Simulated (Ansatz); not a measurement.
## What a trial cell of Cr3I relaxes into

Level of theory: DFT PBE, scalar-relativistic, plane waves, PAW in Ansatz. Cutoff 420 eV, Γ-centred k mesh, Gaussian smearing, no spin polarisation in the final step.

This is the end of a relaxation of cell and atoms.

```
Cr I
1.0
     4.79944    0.00000    0.00000
     0.00000    4.79944    0.00000
     0.00000    0.00000    4.79944
Cr I
6 2
Direct
  0.00000 0.50000 0.25000
  0.00000 0.50000 0.75000
  0.25000 0.00000 0.50000
  0.75000 0.00000 0.50000
  0.50000 0.75000 0.00000
  0.50000 0.25000 0.00000
  0.00000 0.00000 0.00000
  0.50000 0.50000 0.50000
```

Energies over the elements count from the elements' standard structures at the same level, with no empirical corrections.

What space group does it have?

Pm-3n (No. 223). Conventional cell: a = 4.799 Å. Around Cr lie 2 Cr at 2.40 Å, 4 I at 2.68 Å and 8 Cr at 2.94 Å; around I lie 12 Cr at 2.68 Å.

What is its formation energy per atom?

1.01 eV/atom.

Is it a metal?

Yes, bands cross the Fermi level on the 8×8×8 mesh.

The final run used a 8×8×8 mesh on its 8-atom cell and 0.10 eV smearing. For metals, differences of a few meV/atom aren't resolved. Spin–orbit coupling is left out. The cell came from a trial start, so Cr3I may not exist in this structure.

Cost: 3 runs of about 19 core-minutes in all, on Arm Neoverse V2 (shared hosts).